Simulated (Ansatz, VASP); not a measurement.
Two plane-wave programs on TePb

The input INCAR:

```
SYSTEM = TePb
ALGO     = Normal         ! electronic algorithm
EDIFF    = 1E-7           ! SCF threshold, eV
ENCUT    = 520            ! plane-wave cutoff, eV
GGA      = PE             ! functional
ISIF     = 2              ! what is computed and relaxed
ISMEAR   = 0              ! smearing method
LASPH    = .TRUE.         ! aspherical terms in the spheres
LCHARG   = .FALSE.        ! write CHGCAR
LREAL    = .FALSE.        ! projectors in reciprocal space
LWAVE    = .FALSE.        ! write WAVECAR
NBANDS   = 17             ! bands
NELM     = 60             ! most SCF steps
PREC     = Accurate       ! precision mode
SIGMA    = 0.01           ! smearing width, eV
```

Contents of KPOINTS:

```
k-points
0
G
  2 2 2
  0 0 0
```

The input POSCAR:

```
TePb
1.0
    0.0000000000      3.2678368418      3.2678368418
    3.2678368418      0.0000000000      3.2678368418
    3.2678368418      3.2678368418      0.0000000000
Pb Te
1 1
Direct
    0.0000000000      0.0000000000      0.0000000000
    0.5000000000      0.5000000000      0.5000000000
```

Input for Ansatz:

```yaml
crystal:
  lattice:
    - [0.0, 3.2678368418, 3.2678368418]
    - [3.2678368418, 0.0, 3.2678368418]
    - [3.2678368418, 3.2678368418, 0.0]
  atoms:
    - { symbol: Pb, position: [0.0, 0.0, 0.0] }
    - { symbol: Te, position: [0.5, 0.5, 0.5] }
kpoints:
  mp_grid: { grid: [2, 2, 2] }
hamiltonian:
  xc: pbe
scf:
  occupations: { method: fixed }
  n_extra_bands: 4
output:
  forces: true
  stress: true
  eigenvalues: true
```

Alike in both runs: task single point; functional PBE; k mesh 2 × 2 × 2; no spin polarisation.

```csv
,VASP,Ansatz
version,VASP 6.6.1,Ansatz 0.2.0
potentials or method,"VASP PAW PBE potentials, release 64 (Pb_d, Te)",plane waves
plane-wave cutoff (eV),520,420
occupations,"gaussian, width 0.01 eV",fixed
valence electrons in the cell,20,30
```

```tsv
	VASP	Ansatz	Ansatz less VASP
gap on the k mesh at the Fermi level (eV)	0.65	0.65	-0.003
pressure (GPa)	7.2	7.2	+0.02
```

The two sets of potentials don't hold the same shells in valence.

Caveats: the k mesh is coarse (spacing up to 0.83 Å⁻¹), so the values aren't converged; spin-orbit coupling is left out, which as a rule narrows the gap of such compounds by several tenths of an eV. A k mesh can miss the band edges.
